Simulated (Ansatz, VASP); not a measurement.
One calculation of Lu, two programs

```xyz
1
Lattice="-1.9277 1.9277 1.9277 1.9277 -1.9277 1.9277 1.9277 1.9277 -1.9277" Properties=species:S:1:pos:R:3 pbc="T T T"
Lu    0.0000    0.0000    0.0000
```

Change from the starting cell: volume scaled by 0.96.

Alike in both runs: task single point; functional PBE; k mesh 10 × 10 × 10; occupations fermi-dirac, width 0.05 eV; no spin polarisation.

|  | VASP | Ansatz |
| --- | --- | --- |
| version | VASP 6.6.1 | Ansatz 0.2.0 |
| potentials or method | VASP PAW PBE potentials, release 64 (Lu) | Ansatz PAW |
| plane-wave cutoff (eV) | 520 | 420 |
| valence electrons in the cell | 25 | 25 |

```tsv
	VASP	Ansatz	Ansatz less VASP
gap on the k mesh at the Fermi level (eV)	none	none	-
pressure (GPa)	1.6	1.5	-0.14
```

A gap of «none» marks a metal or a gap that the smearing closes. With one functional, cell and mesh, what is left measures potentials, basis and numerics.

The runs have no spin-orbit coupling, so splittings on Lu are missing.
